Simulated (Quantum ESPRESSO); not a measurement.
## C (Diamond): zone-centre phonons

Which modes does C (Diamond) have at the zone centre?

Program: Quantum ESPRESSO 7.5. Level of theory: DFT LDA, scalar-relativistic, plane waves, PseudoDojo norm-conserving pseudopotentials. Results are calculated unless marked as measured.

Experimental background.

For C, diamond (commercial powder sealed under argon, after heating to 1000 K and fast cooling, 300 K), “Electron density and thermal motion of diamond at elevated temperatures” (2023, pmc:9813686) gives, by synchrotron powder X-ray diffraction: lattice constant a (cubic a, 300K data set after heating to 1000 K) 3.56718 ± 3e-06 Å [Measured after heating to 1000 K and fast cooling; wavelength calibrated on LaB6, its …].

“Surface Morphology and Microstructure Evolution of Single Crystal Diamond during Different Homoepitaxial Growth Stages” (2021, pmc:8537231) reports for C, diamond cubic, by confocal Raman, 532 nm excitation (HPHT type Ib (001) substrate, 300 K): Raman mode (first-order diamond Raman peak, HPHT substrate (point V)) 1331.19 cm⁻¹ [nitrogen-containing type Ib HPHT substrate, measured on the cross-section; broader line …].

Most raw output is cut from this account.

## (1) The structure

Symmetry: Fd-3m, No. 227, cubic system. The conventional cell has a = 3.567 Å, b = 3.567 Å, c = 3.567 Å, α = 90.00°, β = 90.00°, γ = 90.00°. C has 4 C at 1.54 Å nearest.

## (2) A first look

A cheap run with smearing and empty bands tells whether the crystal has a gap, which decides between fixed occupations and smearing later on.

probe.in reads:

```
&control
   calculation = 'scf'
   prefix = 'x'
   outdir = './tmp'
   pseudo_dir = './pseudo'
   tprnfor = .true.
   tstress = .true.
   verbosity = 'high'
/
&system
   ibrav = 0
   nat = 2
   ntyp = 1
   ecutwfc = 82.0
   occupations = 'smearing'
   smearing = 'gaussian'
   degauss = 0.01
/
&electrons
   conv_thr = 1.0d-07
   mixing_beta = 0.7
   electron_maxstep = 100
/
ATOMIC_SPECIES
 C      12.0110  C.upf
CELL_PARAMETERS angstrom
     0.000000000    1.783370000    1.783370000
     1.783370000    0.000000000    1.783370000
     1.783370000    1.783370000    0.000000000
ATOMIC_POSITIONS crystal
 C      0.000000000   0.000000000   0.000000000
 C      0.250000000   0.250000000   0.250000000
K_POINTS automatic
 8 8 8 0 0 0
```

Run with:

```console
OMP_NUM_THREADS=1 mpirun -n 4 pw.x -nk 4 -in probe.in > probe.out
```

The job ended after 4.4 s (4 MPI ranks of Intel Xeon at 2.50GHz (Skylake/Cascade Lake), shared host).

This step gave:

| Item | Value |
| --- | --- |
| volume per atom | 5.672 Å³ |
| pressure | -11.18 GPa |
| gap on the k-mesh | 4.141 eV |

A gap of 4.1 eV opens on this mesh, so the crystal is taken as an insulator; the start stands at -11 GPa.

## (3) Relaxing the cell and atoms

The relaxation runs at a cutoff a fifth above that of the response, since stress converges more slowly with the basis than frequencies do. Forces and stress are brought to rest with tight thresholds.

relax.in reads:

```
&control
   calculation = 'vc-relax'
   prefix = 'x'
   outdir = './tmp'
   pseudo_dir = './pseudo'
   tprnfor = .true.
   tstress = .true.
   forc_conv_thr = 2.0d-05
   etot_conv_thr = 1.0d-07
   nstep = 40
/
&system
   ibrav = 0
   nat = 2
   ntyp = 1
   ecutwfc = 98
   occupations = 'fixed'
   nbnd = 6
/
&electrons
   conv_thr = 1.0d-11
   mixing_beta = 0.7
   electron_maxstep = 100
/
&ions
/
&cell
   press_conv_thr = 0.2
/
ATOMIC_SPECIES
 C      12.0110  C.upf
CELL_PARAMETERS angstrom
     0.000000000    1.783370000    1.783370000
     1.783370000    0.000000000    1.783370000
     1.783370000    1.783370000    0.000000000
ATOMIC_POSITIONS crystal
 C      0.000000000   0.000000000   0.000000000
 C      0.250000000   0.250000000   0.250000000
K_POINTS automatic
 10 10 10 0 0 0
```

Run with:

```console
OMP_NUM_THREADS=1 mpirun -n 4 pw.x -nk 4 -in relax.in > relax.out
```

Wall time 20 s (4 MPI ranks); 62 s of CPU time.

Relaxation path:

| step | energy less that of the first step (eV) | largest force (eV/Å) | pressure (GPa) | volume (Å³) |
| --- | --- | --- | --- | --- |
| 1 | 0.0000 | 0.0000 | -10.98 | 11.34 |
| 2 | 0.0069 | 0.0000 | 15.68 | 10.72 |
| 3 | -0.0097 | 0.0000 | -0.20 | 11.07 |
| 4 | -0.0097 | 0.0000 | 0.01 | 11.07 |
| 5 | -0.0097 | 0.0000 | -0.01 | 11.07 |
| 6 | -0.0097 | 0.0000 | -0.01 | 11.07 |

| conventional cell, symmetrised | before | after | change |
| --- | --- | --- | --- |
| a (Å) | 3.567 | 3.538 | -0.8 % |
| b (Å) | 3.567 | 3.538 | -0.8 % |
| c (Å) | 3.567 | 3.538 | -0.8 % |
| volume (Å³/atom) | 5.67 | 5.53 | -2.4 % |

The relaxed structure:

```cif
data_structure
_symmetry_space_group_name_H-M 'P 1'
_symmetry_Int_Tables_number 1
_cell_length_a 2.5014
_cell_length_b 2.5014
_cell_length_c 2.5014
_cell_angle_alpha 60.000
_cell_angle_beta 60.000
_cell_angle_gamma 60.000
_cell_volume 11.07
loop_
_atom_site_label
_atom_site_type_symbol
_atom_site_fract_x
_atom_site_fract_y
_atom_site_fract_z
_atom_site_occupancy
C1 C 0.00000 0.00000 0.00000 1
C2 C 0.25000 0.25000 0.25000 1
```

The last row of the table of steps is pw.x's closing run on a basis chosen anew for the final cell, so its energy can jump.

Numbers from this step:

```yaml
volume_per_atom: 5.534 Å³
pressure: -0.007000 GPa
gap_on_the_k_mesh: 4.239 eV
```

The volume changes by -2.4 % from the cell with which this run began.

## (4) Ground state

The response is built on this ground state, so it is converged far tighter than an energy would need. With a gap, occupations are fixed, which also allows the response to an electric field.

scf.in reads:

```
&control
   calculation = 'scf'
   prefix = 'x'
   outdir = './tmp'
   pseudo_dir = './pseudo'
   tprnfor = .true.
   tstress = .true.
/
&system
   ibrav = 0
   nat = 2
   ntyp = 1
   ecutwfc = 82.0
   occupations = 'fixed'
   nbnd = 6
/
&electrons
   conv_thr = 1.0d-12
   mixing_beta = 0.7
   electron_maxstep = 100
/
ATOMIC_SPECIES
 C      12.0110  C.upf
CELL_PARAMETERS angstrom
     0.000000000    1.768755642    1.768755642
     1.768755642    0.000000000    1.768755642
     1.768755642    1.768755642    0.000000000
ATOMIC_POSITIONS crystal
 C      0.000000000   0.000000000   0.000000000
 C      0.250000000   0.250000000   0.250000000
K_POINTS automatic
 10 10 10 0 0 0
```

Run with:

```console
OMP_NUM_THREADS=1 mpirun -n 4 pw.x -nk 4 -in scf.in > scf.out
```

The job ended after 4.2 s (4 MPI ranks; 15 s of CPU time).

Read from the output:

```
pressure : -0.2410 GPa
```

The cell stands at -0.24 GPa, close enough for stiff modes, while soft ones can move.

## (5) Zone-centre response

At q = 0 one unit cell holds all displacements; symmetry groups them into irreducible representations that are solved one by one. The response to a field gives ε∞ and the Born charges, which polar modes need.

ph.in reads:

```
phonons
&inputph
   prefix = 'x'
   outdir = './tmp'
   fildyn = 'g.dyn'
   tr2_ph = 1.0d-18
   epsil = .true.
/
0.000000000000 0.000000000000 0.000000000000
```

Run with:

```console
OMP_NUM_THREADS=1 mpirun -n 4 ph.x -nk 4 -in ph.in > ph.out
```

Elapsed: 37 s, on 4 MPI ranks; 2.2 min of CPU time.

Numbers from this step:

```yaml
miss_of_the_charge_sum_rule: 0.00242 e
largest_acoustic_frequency_at_the_zone_centre_before_the_sum_rule: -1.05 cm⁻¹
highest_optical_zone_centre_mode_no_lo_to_term: 1322 cm⁻¹
lowest_optical_zone_centre_mode: 1322 cm⁻¹
mean_high_frequency_dielectric_constant: 5.715
```

Born charge (rows field, columns displacement), before the sum rule (e), principal values of the symmetric part by kind of site:

| atom | atoms with these values | low | middle | high | mean |
| --- | --- | --- | --- | --- | --- |
| C1 | 2 | -0.0012 | -0.0012 | -0.0012 | -0.0012 |

In full for C1:

```
-0.0012  0.0000  0.0000
 0.0000 -0.0012  0.0000
 0.0000  0.0000 -0.0012
```

High-frequency dielectric tensor:

```
5.71 0.00 0.00
0.00 5.71 0.00
0.00 0.00 5.71
```

The acoustic modes at Γ come out as far as 1.1 cm⁻¹ from zero, where they should vanish, a small numerical error; the Born charges miss their sum rule by 0.0024 e, which is good.

## (6) Zone-centre analysis

A rigid shift of the crystal must cost nothing, but grids and finite bases break this; the acoustic sum rule is imposed before the matrix is diagonalised again.

dynmat.in reads:

```
&input
   fildyn = 'g.dyn'
   asr = 'simple'
   fileig = 'dynmat.eig'
   lperm = .true.
/
```

Run with:

```console
dynmat.x -in dynmat.in > dynmat.out
```

Run time: 0.82 s. Hardware: 1 thread.

Unit eigenvectors of the mass-weighted matrix after the sum rule; no LO-TO term. Modes at Γ:

| mode | frequency (cm⁻¹) | symmetry |
| --- | --- | --- |
| 1 | 0.0 | acoustic |
| 2 | 0.0 | acoustic |
| 3 | 0.0 | acoustic |
| 4 | 1322.0 | T2g |
| 5 | 1322.0 | T2g |
| 6 | 1322.0 | T2g |

Displacements in mode 5 (1322.0 cm⁻¹), the largest set to 1:
```
C1   0.00  0.00  1.00
C2   0.00  0.00 -1.00
```

The rule moves no optical mode by more than 0.1 cm⁻¹.

## (7) Summary of results

| Property | Result |
| --- | --- |
| space group after relaxation | Fd-3m |
| volume per atom | 5.53 Å³ |
| gap on the k-mesh | 4.24 eV |
| highest optical zone-centre mode (no LO-TO term) | 1322 cm⁻¹ |
| mean high-frequency dielectric constant | 5.71 |
| imaginary optical modes at the zone centre (no q mesh in this session) | none |

**Reading.** At the LDA level the optical modes of C (Diamond) at the zone centre lie at 1322 cm⁻¹. Left out of this account: PBE with PseudoDojo NC, since it is gradient-corrected and no frozen-mode check or second program bears its response out; PBEsol with PseudoDojo NC, since it is gradient-corrected and no frozen-mode check or second program bears its response out. What is said of the levels holds for those shown. These are harmonic frequencies at zero temperature: anharmonic shifts and linewidths and thermal expansion are left out.

Calculation against experiment:

```
                                      quantity  measured  LDA PseudoDojo norm-conserving, Quantum ESPRESSO
                        lattice constant a (Å)   3.56718                                    3.538 (-0.8 %)
Raman mode, first-order diamond Raman … (cm⁻¹)   1331.19                                     1322 (-0.7 %)
```

Measured values from pmc:9813686 (2023) and pmc:8537231 (2021).

How well it matches: The lattice constant a is off by -0.8 %: fair agreement. The Raman mode is off by -0.7 %: good agreement. The grades are ours: good and fair within 0.7 and 1.5 % for the lattice constant a and 3 and 7 % for the Raman mode. 1 further measured lines are left out: they lack a usable label, or no computed mode of their label or degeneracy could be paired (by label, or within 15 % without labels). For lattice constants and Raman mode the calculation has a static lattice, without zero-point motion or thermal expansion (measured at up to 300 K).

[Host names and launcher messages were left out of these logs when they were recorded.]

[Logs are printed without paths, hosts, clocks, repeated set-up lines and the standing remarks that a program may print on its own settings, such as how far it seeks lower states.]

[Hosts, paths, dates, database ids (printed as entryN), source tags and the programs' standing remarks are cut or masked in the printed files.]
